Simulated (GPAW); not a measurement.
Crystal: PbSe.

```
Pb Se
1.0
     3.78432    0.00000    0.00000
     0.00000    3.78432    0.00000
     0.00000    0.00000    3.78432
Pb Se
1 1
Direct
  0.00000 0.00000 0.00000
  0.50000 0.50000 0.50000
```

Measurements of this composition are mostly on another form, of space group No. 225.

Base run:

```yaml
Program: GPAW 26.7.0
Functional: LDA
Potentials_or_basis: the program's PAW data sets (release 1.2.1) made for this functional
Cutoff: 600 eV
Basis: pw
k_mesh: 7 × 7 × 7
Occupations: gaussian, width 0.1 eV
Spin: no spin polarisation
```

Its results: band gap on the k mesh none (metal or under the smearing width); pressure -5.0 GPa.

Task: The run is repeated on the same cell with these changes: functional from LDA to RPBE; occupations from gaussian, width 0.1 eV to fermi-dirac, width 0.02 eV. What comes out?

Result: Band gap on the k mesh none (metal or under the smearing width); pressure 1.4 GPa.
